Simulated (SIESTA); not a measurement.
The system is Pb.

```
CELL_PARAMETERS angstrom
0.00000 2.47502 2.47502
2.47502 0.00000 2.47502
2.47502 2.47502 0.00000
ATOMIC_POSITIONS crystal
Pb 0.00000 0.00000 0.00000
```

```yaml
Program: SIESTA 5.4.2
Task: single point
Functional: PBE
Potentials_or_basis: PseudoDojo 0.4 standard (PBE files)
Basis: DZP (energy shift 0.003 Ry; two zetas on semicore shells)
Grid_cutoff: 500 Ry
Energy_shift: 0.003 Ry
k_mesh: 9 × 9 × 9
Occupations: fermi-dirac, width 0.05 eV
Spin: no spin polarisation
```

On this cell: pressure 2.8 GPa; band gap on the k mesh none (metal or under the smearing width).

The same run follows on a disturbed copy (cell strained at random at fixed volume):

```
Pb
1.0
    -0.00696    2.46968    2.44843
     2.44759   -0.02698    2.46845
     2.45382    2.49594   -0.03322
Pb
1
Direct
  0.98764 0.00709 0.01656
```

**Question.** What changes?

**Answer.** The energy (extrapolated to zero smearing) moves by +2.1 meV/atom; pressure 2.8 GPa; band gap on the k mesh none (metal or under the smearing width).

Stress tensor (GPa, compression positive):
```
2.99 0.00 0.17
0.00 2.68 0.76
0.17 0.76 2.83
```

Caveats: the basis of atomic orbitals isn't converged, which shifts pressures, moduli and gaps.
